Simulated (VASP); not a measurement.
# MgS (P6_3mc) in VASP: a series of runs

The runs below take MgS through single point, with PBE, r2SCAN.

Everything below comes from runs of VASP 6.6.1. Logs are shortened: lines on timing, memory, paths and dates and some standing lists are left out, and cuts for length are marked.

## (1) The structure

The structure is hexagonal, space group P6_3mc (No. 186). The conventional cell has a = 4.029 Å, b = 4.029 Å, c = 6.454 Å, α = 90.00°, β = 90.00°, γ = 120.00°. Around Mg (site symmetry 3m) lie 4 S at 2.45 to 2.46 Å. S (site symmetry 3m) has 4 Mg at 2.45 to 2.46 Å as nearest neighbours.

The cell was built by a generator and needn't be a form met in nature.

## (2) Single point, PBE

Input file INCAR:

```
  PREC = Accurate
  ENCUT = 520
  EDIFF = 1E-6
  ISMEAR = -1
  SIGMA = 0.02
  LREAL = False
  LASPH = True
  NELM = 100
  ALGO = Normal
  ISIF = 2
  LWAVE = False
  LCHARG = True
  GGA = PE
  LELF = True
  LVHAR = True
  NBANDS = 16
```

Input file KPOINTS:

```
regular mesh
0
Gamma
  12 12 4
```

Input file POSCAR:

```
MgS
1.0
    4.0286256375      0.0000000000      0.0000000000
   -2.0143128187      3.4888921444      0.0000000000
    0.0000000000      0.0000000000      6.4543928582
Mg S
2 2
Direct
    0.3333333333      0.6666666667     -0.0028727178
    0.6666666667      0.3333333333      0.4971272822
    0.3333333333      0.6666666667      0.3778727178
    0.6666666667      0.3333333333      0.8778727178
```

Potentials or basis: VASP PAW PBE potentials, release 64 (Mg, S).

Started as:

```console
> cat potpaw_PBE.64/Mg/POTCAR potpaw_PBE.64/S/POTCAR > POTCAR
> mpirun -np 1 vasp_std > vasp.out
```

OUTCAR:

```text
PREC = Accurate
   ENCUT = 520
   EDIFF = 1E-6
   ISMEAR = -1
   LREAL = False
   LASPH = True
   NELM = 100
   ISIF = 2
   GGA = PE

 ion  position               nearest neighbor table
   1  0.333  0.667  0.997-   4 2.45   4 2.45   4 2.45   3 2.46
   2  0.667  0.333  0.497-   3 2.45   3 2.45   3 2.45   4 2.46
   3  0.333  0.667  0.378-   2 2.45   2 2.45   2 2.45   1 2.46
   4  0.667  0.333  0.878-   1 2.45   1 2.45   1 2.45   2 2.46

  LATTYP: Found a hexagonal cell.
 ALAT       =     4.0286256375
 C/A-ratio  =     1.6021326971

  Lattice vectors:

 A1 = (   4.0286256375,   0.0000000000,   0.0000000000)
 A2 = (  -2.0143128187,   3.4888921444,   0.0000000000)
 A3 = (   0.0000000000,   0.0000000000,   6.4543928582)

Analysis of symmetry for initial positions (statically):
=====================================================================
 Subroutine PRICEL returns:
 Original cell was already a primitive cell.

 Routine SETGRP: Setting up the symmetry group for a
 hexagonal supercell.

 Subroutine GETGRP returns: Found 12 space group operations
 (whereof  6 operations were pure point group operations)
 out of a pool of 24 trial point group operations.

The static configuration has the point symmetry C_3v.
 The point group associated with its full space group is C_6v.

Analysis of symmetry for dynamics (positions and initial velocities):
=====================================================================
 Subroutine PRICEL returns:
 Original cell was already a primitive cell.

 Routine SETGRP: Setting up the symmetry group for a
 hexagonal supercell.

 Subroutine GETGRP returns: Found 12 space group operations
 (whereof  6 operations were pure point group operations)
 out of a pool of 24 trial point group operations.

The dynamic configuration has the point symmetry C_3v.
 The point group associated with its full space group is C_6v.

 Subroutine INISYM returns: Found 12 space group operations
 (whereof  6 operations are pure point group operations),
 and found     1 'primitive' translations

----------------------------------------------------------------------------------------

                                     Primitive cell

  volume of cell :      90.7193

  direct lattice vectors                    reciprocal lattice vectors
     4.028625638  0.000000000  0.000000000     0.248223610  0.143311968  0.000000000
[... 92 lines left out ...]
   EDIFFG = 0.1E-04   stopping-criterion for IOM
   NSW    =      0    number of steps for IOM
   IBRION =     -1    ionic relax: 0-MD 1-quasi-New 2-CG
   NFREE  =      0    steps in history (QN), initial steepest desc. (CG)
   ISIF   =      2    stress and relaxation
   ISYM   =      2    0-nonsym 1-usesym 2-fastsym
   POTIM  = 0.5000    time-step for ionic-motion
   TEBEG  =    0.0;   TEEND  =   0.0 temperature during run
   PSTRESS=    0.0 pullay stress
   NELECT =      16.0000    total number of electrons
   NUPDOWN=      -1.0000    fix difference up-down
   EMIN   =  10.00;   EMAX   =-10.00  energy-range for DOS
   EFERMI =   0.00;   METHOD = LEGACY
   ISMEAR =    -1;   SIGMA  =   0.02  broadening in eV -4-tet -1-fermi 0-gaus
   EFERMI_NEDOS =   21; number of points for ismear=-14 and -15
   IALGO  =     38    algorithm
   IMIX   =      4    mixing-type and parameters
     AMIX     =   0.40;   BMIX     =  1.00
     AMIX_MAG =   1.60;   BMIX_MAG =  1.00
  volume/ion in A,a.u.               =      22.68       153.05
  Fermi-wavevector in a.u.,A,eV,Ry     =   0.918082  1.734924 11.468008  0.842875
  Thomas-Fermi vector in A             =   2.043124
   LORBIT       =      0    0 simple, 1 ext, 2 COOP (PROOUT), +10 PAW based schemes
   GGA     = PE    functional components
   LHFCALC =     F    Hartree Fock is set to
   AEXX    =    0.0000 exact exchange contribution
   IVDW    =     0    specifies the selected vdW correction
   LEPSILON=     F    determine dielectric tensor
   LRPA    =     F    only Hartree local field effects (RPA)
 non-spin polarized calculation
  energy-cutoff  :      520.00
  volume of cell :       90.72
 maximum number of plane-waves:      2464
 NGX is ok and might be reduce to    30
   NGX = 15   NGY = 15   NGZ = 25

 number of electron      16.0000003 magnetization

 Free energy of the ion-electron system (eV)
  ---------------------------------------------------
  ext. energy  EPLUGINS =         0.00000000
  ---------------------------------------------------
  free energy    TOTEN  =       -16.97644548 eV

  energy without entropy =      -16.97644548  energy(sigma->0) =      -16.97644548

 E-fermi :   1.5375     XC(G=0):  -8.3814

 val. band max:        1.1597689133   @ k =   0.0000   0.0000   0.0000
 cond. band min:       4.6248610309   @ k =   0.0000   0.0000   0.0000
 fundamental gap:      3.4650921176
 Fermi energy:         1.5375078747

 k-point     1 :       0.0000    0.0000    0.0000
  band No.  band energies     occupation
      1     -10.2142      2.00000
      2      -9.4932      2.00000
      3      -2.0400      2.00000
      4       0.6371      2.00000
      5       0.6371      2.00000
      6       1.0476      2.00000
[... 433 lines left out ...]
      3      -1.6129      2.00000
      4      -1.1621      2.00000
      5      -0.4808      2.00000
      6       0.1960      2.00000
[... 8 lines left out ...]
     15      10.1667      0.00000
     16      11.2372      0.00000

 [... further k-points ...]

------------------------ aborting loop because EDIFF is reached ----------------------------------------

  FORCE on cell =-STRESS in cart. coord.  units (eV):
  Direction    XX          YY          ZZ          XY          YZ          ZX
  --------------------------------------------------------------------------------------
  -------------------------------------------------------------------------------------
  Total        0.5253475      0.5253475      0.4982510      0.0000000      0.0000000      0.0000000
  in kB        9.2780654      9.2780654      8.7995191      0.0000000      0.0000000      0.0000000
  external PRESSURE =       9.1185500 kB  Pullay stress =       0.0000000 kB

 VOLUME and BASIS-vectors are now :
 -----------------------------------------------------------------------------
  energy-cutoff  :      520.00
  volume of cell :       90.72
      direct lattice vectors                 reciprocal lattice vectors
     4.028625638  0.000000000  0.000000000     0.248223610  0.143311968  0.000000000
    -2.014312819  3.488892144  0.000000000     0.000000000  0.286623936  0.000000000
     0.000000000  0.000000000  6.454392858     0.000000000  0.000000000  0.154933240

 POSITION                                       TOTAL-FORCE (eV/Angst)
 -----------------------------------------------------------------------------------
     -0.00000      2.32593      6.43585         0.000000      0.000000     -0.003660
      2.01431      1.16296      3.20865        -0.000000      0.000000     -0.003660
     -0.00000      2.32593      2.43894        -0.000000      0.000000      0.003660
      2.01431      1.16296      5.66614         0.000000     -0.000000      0.003660
 -----------------------------------------------------------------------------------
    total drift:                               -0.000000      0.000000      0.000500

  FREE ENERGIE OF THE ION-ELECTRON SYSTEM (eV)
  ---------------------------------------------------
  free  energy   TOTEN  =       -16.9764454779 eV

  energy  without entropy=      -16.9764454779  energy(sigma->0) =      -16.97644548
```

OSZICAR:

```text
N       E                     dE             d eps       ncg     rms          rms(c)
DAV:   1     0.608453771413E+02    0.60845E+02   -0.59394E+03  1824   0.805E+02
DAV:   2    -0.121505255313E+02   -0.72996E+02   -0.67261E+02  2680   0.136E+02
DAV:   3    -0.179236273480E+02   -0.57731E+01   -0.57512E+01  2448   0.413E+01
DAV:   4    -0.179919103745E+02   -0.68283E-01   -0.68270E-01  2280   0.554E+00
DAV:   5    -0.179931837059E+02   -0.12733E-02   -0.12733E-02  2408   0.766E-01    0.573E+00
DAV:   6    -0.170261659737E+02    0.96702E+00   -0.14982E+00  1968   0.564E+00    0.443E+00
DAV:   7    -0.169597552831E+02    0.66411E-01   -0.38187E-01  2272   0.288E+00    0.332E+00
DAV:   8    -0.169783460677E+02   -0.18591E-01   -0.40379E-02  2016   0.138E+00    0.220E+00
DAV:   9    -0.169759000059E+02    0.24461E-02   -0.45074E-03  2112   0.466E-01    0.486E-01
DAV:  10    -0.169763667537E+02   -0.46675E-03   -0.17734E-03  2344   0.192E-01    0.106E-01
DAV:  11    -0.169764354203E+02   -0.68667E-04   -0.17654E-04  2048   0.730E-02    0.523E-02
DAV:  12    -0.169764445494E+02   -0.91291E-05   -0.22076E-05  2280   0.245E-02    0.329E-03
DAV:  13    -0.169764455504E+02   -0.10010E-05   -0.12120E-06  2144   0.571E-03    0.164E-03
DAV:  14    -0.169764454779E+02    0.72491E-07   -0.83524E-08  1440   0.161E-03
   1 F= -.16976445E+02 E0= -.16976445E+02  d E =-.253961E-10
```

It took 66 s on 1 thread of AMD EPYC 7R13 (Zen 3), shared host; peak memory 0.21 GiB.

Results:

- Free energy: -16.9764 eV
- Pressure: 0.9 GPa
- Largest force: 0.004 eV/Å
- Band gap on the k mesh: 3.47 eV, direct

Forces in eV/Å, atoms in the order of the input:
```
Mg   0.000  0.000 -0.004
Mg   0.000  0.000 -0.004
S    0.000  0.000  0.004
S    0.000  0.000  0.004
```

Levels at points of the mesh, in eV from the valence-band top:
| k point | band 4 | band 5 | band 6 | band 7 | band 8 | band 9 | band 10 | band 11 | band 12 | band 13 |
| --- | --- | --- | --- | --- | --- | --- | --- | --- | --- | --- |
| (0.00, 0.00, 0.00) | -0.52 | -0.52 | -0.11 | -0.11 | 0.00 | 3.47 | 4.73 | 7.54 | 7.54 | 8.20 |
| (0.50, 0.00, 0.00) | -2.41 | -1.86 | -1.19 | -0.91 | -0.43 | 4.77 | 5.22 | 5.82 | 7.52 | 8.32 |
| (0.00, 0.00, 0.50) | -1.90 | -0.32 | -0.32 | -0.32 | -0.32 | 4.95 | 4.95 | 7.62 | 7.62 | 7.68 |
| (0.50, 0.00, 0.50) | -3.07 | -0.85 | -0.85 | -0.79 | -0.79 | 4.67 | 4.67 | 6.32 | 6.32 | 9.24 |

A k mesh can miss the band edges.

## (3) Single point, PBE (shear_xy strain -1.5%)

Input file INCAR:

```
SYSTEM = MgS
ALGO     = Fast           ! electronic algorithm
EDIFF    = 1E-6           ! SCF threshold, eV
ENCUT    = 520            ! plane-wave cutoff, eV
GGA      = PE             ! functional
ISIF     = 2              ! what is computed and relaxed
ISMEAR   = -1             ! smearing method
LASPH    = .True.         ! aspherical terms in the spheres
LCHARG   = .True.         ! write CHGCAR
LELF     = .True.         ! ELF
LREAL    = .False.        ! projectors in reciprocal space
LVHAR    = .True.       
LWAVE    = .False.        ! write WAVECAR
NBANDS   = 16             ! bands
NELM     = 100            ! most SCF steps
PREC     = Accurate       ! precision mode
SIGMA    = 0.02           ! smearing width, eV
```

Input file KPOINTS:

```
k-points
0
Gamma
  12 12 4
  0 0 0
```

Input file POSCAR:

```
MgS
1.0
    4.0286256375     -0.0302146923      0.0000000000
   -2.0404795098      3.5039994906      0.0000000000
    0.0000000000      0.0000000000      6.4543928582
Mg S
2 2
Direct
    0.3336708227      0.6666581729     -0.0028699821
    0.6663291773      0.3333418271      0.4971300179
    0.3366700987      0.6667461679      0.3778699821
    0.6633299013      0.3332538321      0.8778699821
```

Potentials or basis: VASP PAW PBE potentials, release 64 (Mg, S).

Started as:

```console
> cat potpaw_PBE.64/Mg/POTCAR potpaw_PBE.64/S/POTCAR > POTCAR
> mpirun -np 1 vasp_std > vasp.out
```

It took 4.1 min on 1 thread of AMD EPYC 7R13 (Zen 3), shared host; peak memory 0.39 GiB.

The run converged. Its results:

```
Free energy            : -16.9752 eV
Pressure               : 0.9 GPa
Largest force          : 0.004 eV/Å
Band gap on the k mesh : 3.46 eV, direct
```

Forces in eV/Å, atoms in the order of the input:
```
Mg   0.000  0.000 -0.004
Mg   0.000  0.000 -0.004
S    0.002  0.000  0.004
S   -0.002  0.000  0.004
```

Stress tensor (GPa, compression positive):
```
0.92 0.29 0.00
0.29 0.93 0.00
0.00 0.00 0.87
```

Levels at points of the mesh, in eV from the valence-band top:
```
           k point  band 6  band 7  band 8  band 9  band 10  band 11
(0.00, 0.00, 0.00)   -0.14   -0.08    0.00    3.46     4.73     7.45
(0.50, 0.00, 0.00)   -1.25   -0.89   -0.48    4.71     5.17     5.77
(0.00, 0.50, 0.00)   -1.19   -0.91   -0.43    4.78     5.22     5.82
(0.50, 0.50, 0.00)   -1.13   -0.94   -0.38    4.84     5.27     5.87
(0.00, 0.00, 0.50)   -0.36   -0.29   -0.29    4.94     4.94     7.59
(0.50, 0.00, 0.50)   -0.90   -0.79   -0.79    4.66     4.66     6.30
(0.00, 0.50, 0.50)   -0.85   -0.79   -0.79    4.67     4.67     6.32
(0.50, 0.50, 0.50)   -0.80   -0.78   -0.78    4.68     4.68     6.34
```

## (4) Single point, PBE (epitaxial_xy strain +2.5%)

Input file INCAR:

```
SYSTEM = MgS
PREC = Accurate
ENCUT = 520
EDIFF = 1E-6
ISMEAR = -1
SIGMA = 0.02
LREAL = .False.
LASPH = .True.
NELM = 100
ALGO = Fast
ISIF = 2
LWAVE = .False.
LCHARG = .True.
GGA = PE
LELF = .True.
LVHAR = .True.
NBANDS = 16
```

Input file KPOINTS:

```
regular mesh
0
Gamma
  12 12 4
  0 0 0
```

Input file POSCAR:

```
MgS
1.0
    4.1293412784      0.0000000000      0.0000000000
   -2.0646706392      3.5761144480      0.0000000000
    0.0000000000      0.0000000000      6.2861657064
Mg S
2 2
Direct
    0.3333333333      0.6666666667     -0.0086241989
    0.6666666667      0.3333333333      0.4913758011
    0.3333333333      0.6666666667      0.3836241989
    0.6666666667      0.3333333333      0.8836241989
```

Started as:

```console
> cat potpaw_PBE.64/Mg/POTCAR potpaw_PBE.64/S/POTCAR > POTCAR
> mpirun -np 1 vasp_std > vasp.out
```

Wall time 85 s (1 thread of AMD EPYC 7R13 (Zen 3), shared host); peak memory 0.22 GiB.

Results (log left out):

```yaml
Free_energy: -16.9594 eV
Pressure: -0.6 GPa
Largest_force: 0.013 eV/Å
Band_gap_on_the_k_mesh: 3.16 eV, direct
```

Forces in eV/Å, atoms in the order of the input:
```
Mg   0.000  0.000 -0.013
Mg   0.000  0.000 -0.013
S    0.000  0.000  0.013
S    0.000  0.000  0.013
```

Stress tensor (GPa, compression positive):
```
-1.29  0.00  0.00
 0.00 -1.29  0.00
 0.00  0.00  0.76
```

Levels at points of the mesh, in eV from the valence-band top:
```tsv
k point	band 6	band 7	band 8	band 9	band 10	band 11
(0.00, 0.00, 0.00)	-0.36	-0.36	0.00	3.16	4.21	7.09
(0.50, 0.00, 0.00)	-1.48	-1.02	-0.61	4.42	5.13	5.69
(0.00, 0.00, 0.50)	-0.61	-0.61	-0.61	4.57	4.57	7.22
(0.50, 0.00, 0.50)	-1.09	-0.82	-0.82	4.53	4.53	6.18
```

A k mesh can miss the band edges.

## (5) Single point, r2SCAN (epitaxial_xy strain +5.0%)

Input file POSCAR:

```
MgS
1.0
    4.2300569194      0.0000000000      0.0000000000
   -2.1150284597      3.6633367517      0.0000000000
    0.0000000000      0.0000000000      6.0524117290
Mg S
2 2
Direct
    0.3333333333      0.6666666667     -0.0170095519
    0.6666666667      0.3333333333      0.4829904481
    0.3333333333      0.6666666667      0.3920095519
    0.6666666667      0.3333333333      0.8920095519
```

Input file INCAR.step1:

```
  ALGO = Normal
  EDIFF = 1E-4
  ENCUT = 520
  GGA = PE
  ISMEAR = 0
  LASPH = True
  LCHARG = False
  LREAL = False
  LWAVE = True
  NBANDS = 16
  NELM = 100
  PREC = Accurate
  SIGMA = 0.01
```

Input file INCAR.step2:

```
  ALGO = Normal
  EDIFF = 1E-6
  ENCUT = 520
  ISIF = 2
  ISMEAR = 0
  ISTART = 1
  LASPH = True
  LCHARG = False
  LMIXTAU = True
  LREAL = False
  LWAVE = False
  METAGGA = R2SCAN
  NBANDS = 16
  NELM = 100
  PREC = Accurate
  SIGMA = 0.01
```

Input file KPOINTS:

```
k-points
0
Gamma
  12 12 4
```

Started as:

```console
> cat potpaw_PBE.64/Mg/POTCAR potpaw_PBE.64/S/POTCAR > POTCAR
> cp INCAR.step1 INCAR
> mpirun -np 1 vasp_std > vasp.out
> cp INCAR.step2 INCAR
> mpirun -np 1 vasp_std > vasp.out
```

Run time: 4.7 min. Hardware: 1 thread of AMD EPYC 7R13 (Zen 3), shared host; peak memory 0.24 GiB.

The run converged. Its results:

| Item | Value |
| --- | --- |
| Free energy | -30.8063 eV |
| Pressure | -2.9 GPa |
| Largest force | 0.009 eV/Å |
| Band gap on the k mesh | 3.51 eV, direct |

Forces in eV/Å, atoms in the order of the input:
```
Mg   0.000  0.000  0.009
Mg   0.000  0.000  0.009
S    0.000  0.000 -0.009
S    0.000  0.000 -0.009
```

Stress tensor (GPa, compression positive):
```
-4.16  0.00  0.00
 0.00 -4.16  0.00
 0.00  0.00 -0.27
```

Levels at points of the mesh, in eV from the valence-band top:
```csv
k point,band 4,band 5,band 6,band 7,band 8,band 9,band 10,band 11,band 12,band 13
"(0.00, 0.00, 0.00)",-1.24,-1.24,-0.61,-0.61,0.00,3.51,4.31,7.20,7.20,8.47
"(0.50, 0.00, 0.00)",-2.51,-2.15,-1.85,-1.15,-0.78,4.52,5.57,6.20,7.50,8.38
"(0.00, 0.00, 0.50)",-1.98,-0.94,-0.94,-0.94,-0.94,4.90,4.90,7.31,7.31,7.31
"(0.50, 0.00, 0.50)",-3.43,-1.38,-1.38,-0.85,-0.85,4.89,4.89,6.70,6.70,9.50
```

Caveat: the PAW data sets were made with another functional, which shifts forces and pressure a little. A k mesh can miss the band edges.

## (6) The runs side by side

| level | cell | smearing | gap on the mesh (eV) | pressure (GPa) | largest force (eV/Å) |
| --- | --- | --- | --- | --- | --- |
| PBE | as given | fermi-dirac 0.02 eV | 3.47 | 0.9 | - |
| PBE | shear_xy strain -1.5% | fermi-dirac 0.02 eV | 3.46 | 0.9 | - |
| PBE | epitaxial_xy strain +2.5% | fermi-dirac 0.02 eV | 3.16 | -0.6 | 0.01 |
| r2SCAN | epitaxial_xy strain +5.0% | gaussian 0.01 eV | 3.51 | -2.9 | 0.01 |

Alike in all rows: task single point; potentials or basis VASP PAW PBE potentials, release 64 (Mg, S); no spin polarisation; k mesh 12 × 12 × 4; cutoff (eV) 520.

Caveats: the PAW data sets were made with another functional, which shifts forces and pressure a little (some runs).

Absolute energies hang on the potentials; compare differences alone.
